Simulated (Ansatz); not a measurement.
# A computed series for InN: response to strain

Consider InN in the zinc blende structure (space group F-43m, No. 216).

```
InN
1.0
    0.00000     2.52449     2.52449
    2.52449     0.00000     2.52449
    2.52449     2.52449     0.00000
N In
1 1
Direct
  0.75000   0.75000   0.75000
  0.00000   0.00000   0.00000
```

Cartesian axes are those of the cell as printed.

Strains are applied to the cell and any free atomic positions relax; under biaxial strain the out-of-plane vector relaxes too; under stress the whole cell relaxes.

Calculations: PBE (Ansatz, a first-principles code), without spin-orbit coupling.

Candidates:
(a) isotropic strain +4.40 %
(b) biaxial strain −3.74 %, plane normal [110], relaxed out of plane
(c) uniaxial stress, 0.5 GPa compression along z
(d) biaxial strain +3.64 %, plane normal [111], relaxed out of plane
(e) tensor shear ε_xz = +2.90 %

Notes on the quantities. energy relative to the base: free energy F.

Task: Order them by energy relative to the base, lowest first.

Result: (c) uniaxial stress, 0.5 GPa compression along z (+0.2 meV/atom), (e) tensor shear ε_xz = +2.90 % (+13 meV/atom), (d) biaxial strain +3.64 %, plane normal [111], relaxed out of plane (+31 meV/atom), (b) biaxial strain −3.74 %, plane normal [110], relaxed out of plane (+32 meV/atom), (a) isotropic strain +4.40 % (+90 meV/atom)

A case with no gap was solved on a k-mesh chosen for an insulator, which is coarse for it. Beyond what the load breaks, stability against distortions was not tested. All final runs are without spin polarisation. This is not the structure that InN has at room temperature and ambient pressure.
